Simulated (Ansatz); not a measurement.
A (110) slab of ZrSi$_{2}$ (Cmcm (No. 63)), 24 planes, outer planes Si (top) and Si (bottom), with 24 atoms (Zr8Si16) in a surface cell of A = 27.466 Å², as cut from the bulk:

```xyz
24
Lattice="3.6568 0.0000 0.0000 0.0000 7.5111 0.0000 0.0000 0.0000 28.5530" Properties=species:S:1:pos:R:3 pbc="T T T"
Si    0.9142    6.2997    7.5000
Si    2.7426    0.3127    7.8845
Si    0.9142    3.0783    8.5821
Zr    2.7426    5.1334    9.1005
Zr    0.9142    0.5803    9.8466
Si    2.7426    2.6355   10.3651
Si    0.9142    5.4010   11.0627
Si    2.7426    6.9251   11.4471
Si    0.9142    2.1796   12.1447
Zr    2.7426    4.2347   12.6632
Zr    0.9142    7.1927   13.4093
Si    2.7426    1.7368   13.9277
Si    0.9142    4.5023   14.6253
Si    2.7426    6.0265   15.0098
Si    0.9142    1.2809   15.7074
Zr    2.7426    3.3361   16.2258
Zr    0.9142    6.2940   16.9720
Si    2.7426    0.8381   17.4904
Si    0.9142    3.6036   18.1880
Si    2.7426    5.1278   18.5725
Si    0.9142    0.3822   19.2701
Zr    2.7426    2.4374   19.7885
Zr    0.9142    5.3953   20.5346
Si    2.7426    7.4505   21.0530
```

Level of theory: DFT PBEsol, scalar-relativistic, plane waves, PAW in Ansatz 0.2.0. Plane waves to 420 eV, a k mesh through Γ of 10×5×1 on the computed 24-atom cell and Gaussian smearing (0.10 eV); no spin polarisation. A dipole correction removes the field between periodic images along c.

Against the same 24 atoms in the bulk, the slab as cut lies 7.675 eV higher and the relaxed slab 7.207 eV higher.

Question: Work out the surface energy before and after relaxation.

Answer: The slab has two faces, so γ = (E_slab − N·E_bulk)/(2A), the mean of both. As cut: 7.675/(2 × 27.466) = 0.1397 eV/Å², and 1 eV/Å² = 16.02 J/m², so γ = 2.24 J/m². Relaxed: 7.207/(2 × 27.466) = 0.1312 eV/Å² = 2.10 J/m². Relaxation recovers 6 % of the cost of cutting.

Question: What is the ideal work of this cut, per area?

Answer: Griffith's ideal work is 2γ: 4.48 J/m² if the new faces stay rigid, 4.20 J/m² if they relax. Other cuts parallel to this plane can cost less. One thickness was run, 24 planes, so γ can still shift with it.

Relaxation lowers the mean surface energy only from 2.24 to 2.10 J/m², so most of the cost lies in bonds that small displacements cannot restore. The coordinates show which ones: the cut leaves the short-bonded Si zigzag chains whole, since they run parallel to the surface, but severs Si–Si contacts within the square nets as well as Zr–Si bonds. The loss is therefore both covalent and metal–silicon in character. The modest energy gain probably reflects the stiffness of this connected framework, together with metallic screening of the charge disturbed at the cut.

Although both outer planes are Si, the two faces are not equivalent. The bottom one exposes intact zigzag chains, the top one square-net Si with Zr just beneath. The work of separation is well defined for this pair, but the mean belongs to neither termination, and ranking the two would require separate surface energies, which for non-stoichiometric slabs depend on the Si chemical potential.
